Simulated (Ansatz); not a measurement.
Run on Cl (beta tin type): DFT, PBE, norm-conserving pseudopotentials, Ansatz's default files, scalar-relativistic (Ansatz 0.2.0). This run: the series' base cell.

The cell comes from a relaxation on PAW files under the same functional, begun from a prototype that needn't be the stable phase.

Command: `ansatz run input.yaml --threads 1 --pin off --max-ram 2048MiB --backend cpu --events-out ev --progress --plain --runs-dir out` It took 31 s on 1 thread of Arm Neoverse V1, with other jobs on the host, peak memory 0.57 GiB.

```yaml
crystal:
  lattice:
    - [-2.6212569755, 2.6212569755, 1.8223673819]
    - [2.6212569755, -2.6212569755, 1.8223673819]
    - [2.6212569755, 2.6212569755, -1.8223673819]
  atoms:
    - { symbol: Cl, position: [-0.375, -0.125, -0.25] }
    - { symbol: Cl, position: [0.375, 0.125, 0.25] }
kpoints:
  mp_grid: { grid: [16, 16, 16] }
scf:
  occupations: { method: fermi_dirac, width: 0.08 }
hamiltonian:
  xc: pbe
  pseudopotentials: { kind: nc }
output:
  forces: true
  stress: true
  eigenvalues: true
```

Output:

```
Engine: ansatz 0.2.0
Pseudopotentials: kind: nc
Pseudopotential: Cl, nc, valence charge 7, recommended cutoff 789.130201 eV (normal), Cl.nc.azcp (PseudoDojo's, or run here from an input of PseudoDojo's: the run reads no file of this project's for it)
Functional definition: PBE
  parameter kappa = 0.804
  parameter beta = 0.06672455060314922
  exchange = pbe_x(kappa = kappa, mu = beta*pi^2/3)
  correlation = pbe_c(beta = beta)
Crystal: 2 atoms, lattice volume = 50.086 Å³
Basis set: ecut = 789.130201 eV, 2545 PW (Γ), exchange–correlation on 80×80×80 points (8 copies of the dense FFT grid, shifted against one another)
Bands: 11, of which v1, the nominal top of the filled ones, is band 7 counted from 1 (6 counted from 0)
Symmetry: 16 space group operations
Space group: I41/amd (ITA 141), of the structure as read, at distance tolerance 3.7e-5 Å
k-points: 349 of 4096
Non-local potential: Cl, projectors of the file, l = 0: 2, l = 1: 2, l = 2: 2
Initial density: superposition of atomic densities (chi_scale 0.1, normalization cell)
Initial wavefunctions: pseudopotential atomic-orbital guess
Functional: x = pbe(κ = 0.804, μ = 0.2195149727645171), c = pbe(β = 0.06672455060314922)
SCF iter   1: F=—  HF=-891.144478 eV  |F-HF|=—  |Δ(HF+E_count)|=         —  Δρ=2.30e-2  dr2=1.44e-1  ethr=3.10e-3  ⟨swp⟩=10.1  Hψ=33785  notcnv=0
preconditioner: auto → Kerker (q_TF=auto, 2.206 Å⁻¹)  [metal: Δε(μ)=0.013 eV  Ē_g=12.887 eV  σ=0.080 eV  W_gap=0.04  n_scr=12 (ndim 8)  ℏωp=19.6 eV  f_vac=0.000  D(μ)=3.66/eV (n_scr^D=38)]
SCF iter   2: F=—  HF=-891.106458 eV  |F-HF|=—  |Δ(HF+E_count)|=   3.80e-2  Δρ=1.13e-2  dr2=3.96e-2  ethr=1.03e-3  ⟨swp⟩=1.1  Hψ=6660  notcnv=0
SCF iter   3: F=—  HF=-891.093764 eV  |F-HF|=—  |Δ(HF+E_count)|=   1.27e-2  Δρ=1.47e-3  dr2=6.72e-4  ethr=2.83e-4  ⟨swp⟩=2.9  Hψ=6967  notcnv=0
SCF iter   4: F=—  HF=-891.094236 eV  |F-HF|=—  |Δ(HF+E_count)|=   4.72e-4  Δρ=5.97e-4  dr2=1.35e-4  ethr=4.80e-6  ⟨swp⟩=2.7  Hψ=6793  notcnv=0
SCF iter   5: F=—  HF=-891.094230 eV  |F-HF|=—  |Δ(HF+E_count)|=   6.05e-6  Δρ=7.80e-5  dr2=2.58e-6  ethr=9.65e-7  ⟨swp⟩=2.0  Hψ=6129  notcnv=0
SCF iter   6: F=—  HF=-891.094235 eV  |F-HF|=—  |Δ(HF+E_count)|=   4.97e-6  Δρ=1.85e-5  dr2=1.01e-7  ethr=1.84e-8  ⟨swp⟩=2.0  Hψ=6411  notcnv=0
SCF iter   7: F=-891.094235 eV  HF=-891.094235 eV  |F-HF|=1.51e-9  |Δ(HF+E_count)|=   1.21e-7  Δρ=1.49e-6  dr2=1.09e-9  ethr=7.14e-10  ⟨swp⟩=7.3  Hψ=23047  notcnv=0
SCF 1 converged in 7 iterations: F = -891.094235 eV  dr2 = 1.09e-9
SCF converged after 7 iterations
Free energy (F): -891.094235 eV
Harris-Foulkes:  -891.094235 eV  (|F-HF|=1.51e-9)
Internal energy: -891.014269 eV  (E = F + TS)
E sigma→0 (E₀):  -891.054252 eV
Entropy (-TS):   -0.079965 eV (-39.983 meV/atom)
Fermi energy:    1.958432 eV
--- Per-component energies (eV) ---
  E_band       = -51.359402
  E_kinetic    = 297.586732
  E_local      = -513.585538  (includes V_loc(G=0)·N_el)
  E_nonlocal   = 121.199375
  E_hartree    = 126.236697
  E_xc         = -240.004115
  E_vxc        = -209.033714  (∫ρ·V_xc dr)
  E_ewald      = -682.447421
  E_smearing   = -0.079965  (= −TS)
  E_closure    = 0.000000  (closes the sum)
  Σ components = -891.094235   (vs F -891.094235, Δ=0.00e0)
--- Forces (eV/Å), atoms counted from 1 ---
  atom   1  Cl     0.00000000     0.00000000     0.00000000
  atom   2  Cl     0.00000000     0.00000000     0.00000000
  max |Σ_I F_I| component: 0.00e0 eV/Å
--- Stress (GPa, compression-positive) ---
       -0.013170       0.000000       0.000000
        0.000000      -0.013170      -0.000000
        0.000000       0.000000       0.005676
  P = ⅓ Tr σ = -0.0069 GPa (-0.069 kbar)
--- Band table (eV; the first three rows and the last of 349) ---
  k-point 0: bands = ["-13.5323", "-10.8155", "-1.5211", "-1.5211", "0.7949", "0.9145", "2.0867", "2.0867", "9.4312", "9.5896", "12.8592"]
  k-point 1: bands = ["-13.5108", "-10.8478", "-1.5045", "-1.4992", "0.7490", "0.9232", "2.0253", "2.0950", "9.5060", "9.6693", "12.6886"]
  k-point 2: bands = ["-13.4464", "-10.9425", "-1.4552", "-1.4336", "0.6240", "0.9500", "1.8508", "2.1077", "9.7224", "9.8896", "12.3562"]
  k-point 348: bands = ["-12.1431", "-12.1431", "-2.8062", "-2.8062", "0.6585", "0.6585", "2.9041", "2.9041", "11.4242", "11.4242", "14.9505"]
```

Next run (volume at 0.4 of the series' base cell), as changes to the input before:

```diff
   lattice:
-    - [-2.6212569755, 2.6212569755, 1.8223673819]
-    - [2.6212569755, -2.6212569755, 1.8223673819]
-    - [2.6212569755, 2.6212569755, -1.8223673819]
+    - [-2.1775543366, 2.1775543366, 1.0562752933]
+    - [2.1775543366, -2.1775543366, 1.0562752933]
+    - [2.1775543366, 2.1775543366, -1.0562752933]
   atoms:
```

Command: `ansatz run input.yaml --threads 1 --pin off --max-ram 2048MiB --backend cpu --events-out ev --progress --plain --runs-dir out` It took 14 s on 1 thread of Arm Neoverse V1 (shared host), peak memory 0.37 GiB.

Results part of the output:

```
SCF 1 converged in 6 iterations: F = -884.147323 eV  dr2 = 4.19e-10
SCF converged after 6 iterations
Free energy (F): -884.147323 eV
Harris-Foulkes:  -884.147323 eV  (|F-HF|=3.47e-10)
Internal energy: -884.127059 eV  (E = F + TS)
E sigma→0 (E₀):  -884.137191 eV
Entropy (-TS):   -0.020264 eV (-10.132 meV/atom)
Fermi energy:    18.243585 eV
--- Per-component energies (eV) ---
  E_band       = 116.691215
  E_kinetic    = 338.187683
  E_local      = -201.028632  (includes V_loc(G=0)·N_el)
  E_nonlocal   = 123.355785
  E_hartree    = 42.064517
  E_xc         = -253.855172
  E_vxc        = -227.952504  (∫ρ·V_xc dr)
  E_ewald      = -932.851239
  E_smearing   = -0.020264  (= −TS)
  E_closure    = 0.000000  (closes the sum)
  Σ components = -884.147323   (vs F -884.147323, Δ=0.00e0)
--- Forces (eV/Å), atoms counted from 1 ---
  atom   1  Cl     0.00000000     0.00000000     0.00000000
  atom   2  Cl     0.00000000    -0.00000000     0.00000000
  max |Σ_I F_I| component: 5.55e-17 eV/Å
--- Stress (GPa, compression-positive) ---
      168.934877       0.000000      -0.000000
        0.000000     168.934877      -0.000000
        0.000000       0.000000     168.914532
  P = ⅓ Tr σ = 168.9281 GPa (1689.281 kbar)
--- Band table (eV; the first three rows and the last of 349) ---
  k-point 0: bands = ["-7.0256", "1.9258", "7.5650", "7.5650", "17.7713", "18.0755", "18.0755", "21.8234", "22.1992", "24.8505", "25.9048"]
  k-point 1: bands = ["-6.9744", "1.7239", "7.6171", "7.6964", "17.7094", "17.8625", "17.9904", "21.9449", "22.1891", "25.1467", "26.0614"]
  k-point 2: bands = ["-6.8210", "1.1818", "7.7733", "8.0432", "16.8463", "17.2892", "18.6305", "22.1182", "22.1608", "25.9931", "26.4541"]
  k-point 348: bands = ["-2.6135", "-2.6135", "4.0597", "4.0597", "20.4868", "20.4868", "21.1083", "21.1083", "28.0585", "28.0585", "32.5430"]
```

The norm-conserving files are those that the library serves for this functional. The structure type is held throughout; the real material can change phase at far lower pressure.
